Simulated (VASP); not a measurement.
Set up this calculation in VASP 6.6.1, as the native input.

- Task: single point
- Functional: PBE
- Potentials or basis: VASP PAW PBE potentials, release 64 (S, Zn)
- Cutoff: 520 eV
- k mesh: 8 × 8 × 1
- Occupations: fermi-dirac, width 0.05 eV
- Spin: no spin polarisation
- Dipole correction: yes
- Further INCAR settings: ALGO = Normal; EDIFF = 1e-07; NBANDS = 46

The structure of ZnS lies in POSCAR:

```
ZnS
1.0
    3.8109987816      0.0000000000      0.0000000000
   -1.9054993908      3.3004217586      0.0000000000
    0.0000000000      0.0000000000     25.0679100000
S Zn
4 4
Direct
    0.3333333333      0.6666666666      0.2991872877
    0.6666666667      0.3333333334      0.4235295244
    0.3333333333      0.6666666666      0.5478717611
    0.6666666667      0.3333333334      0.6722139979
    0.6666666667      0.3333333334      0.3277860021
    0.3333333333      0.6666666666      0.4521282389
    0.6666666667      0.3333333334      0.5764704756
    0.3333333333      0.6666666666      0.7008127123
```

The cell isn't the ideal one: the (0 0 1) slab of ZnS, cut from the database cell, not relaxed.

The input as run:

INCAR

```
PREC = Accurate ; ENCUT = 520
EDIFF = 1E-7 ; ISMEAR = -1
SIGMA = 0.05 ; LREAL = F
LASPH = T ; NELM = 100
ALGO = Normal ; ISIF = 2
LWAVE = F ; LCHARG = F
LDIPOL = T ; IDIPOL = 3
DIPOL = 0.5 0.5 0.500 ; GGA = PE
NBANDS = 46
```

KPOINTS

```
regular mesh
0
Gamma
  8 8 1
```

Potentials or basis: VASP PAW PBE potentials, release 64 (S, Zn).

Launch:

```bash
$ cat potpaw_PBE.64/S/POTCAR potpaw_PBE.64/Zn/POTCAR > POTCAR
$ mpirun -np 1 vasp_std > vasp.out
```

It gave:

```json
{
  "Largest force": "0.761 eV/Å",
  "Band gap on the k mesh": "none (metal or under the smearing width)"
}
```

Run time: 3.5 min on 1 thread of Intel(R) Xeon(R) 6975P-C (Granite Rapids), with other jobs on the host, peak memory 0.44 GiB.
